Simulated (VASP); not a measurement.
Input of a VASP 6.6.1 run:

The input INCAR:

```
SYSTEM = TePt
  PREC = Accurate
  ENCUT = 600
  EDIFF = 1E-7
  ISMEAR = 1
  SIGMA = 0.1
  LREAL = .False.
  LASPH = .True.
  NELM = 80
  ALGO = Normal
  ISIF = 3
  LWAVE = .False.
  LCHARG = .False.
  IBRION = 2
  NSW = 90
  EDIFFG = -0.005
  KPAR = 2
```

Contents of KPOINTS:

```
regular mesh
0
Gamma
  11 11 11
  0 0 0
```

Contents of POSCAR:

```
TePt                                    
1.0
    1.9652862483      1.1346585445      6.5850385742
   -1.9652862483      1.1346585445      6.5850385742
   -0.0000000000     -2.2693170890      6.5850385742
  Te              Pt            
     2     2
Direct
     0.5991580455581076    0.5991580455581076    0.5991580455581076
     0.4008419544418924    0.4008419544418924    0.4008419544418924
     0.8701206836819638    0.8701206836819638    0.8701206836819638
     0.1298793163180361    0.1298793163180361    0.1298793163180361
```

Potentials or basis: VASP PAW LDA potentials, release 64 (Te, Pt).

Run with:

```console
$ cat potpaw_LDA.64/Te/POTCAR potpaw_LDA.64/Pt/POTCAR > POTCAR
$ mpirun -np 2 vasp_std > vasp.out
```

(1) What does it give for the relaxed cell?

(2) What does it give for the relaxed volume?

(3) Estimate the space group after relaxing (to 0.05 Å).

(4) Estimate the band gap on the k mesh.

Answers

(1) a = 6.963 Å, b = 6.963 Å, c = 6.963 Å, α = 32.79°, β = 32.79°, γ = 32.79°.

(2) 22.02 Å³/atom.

(3) R-3m (No. 166).

(4) none (metal or under the smearing width).
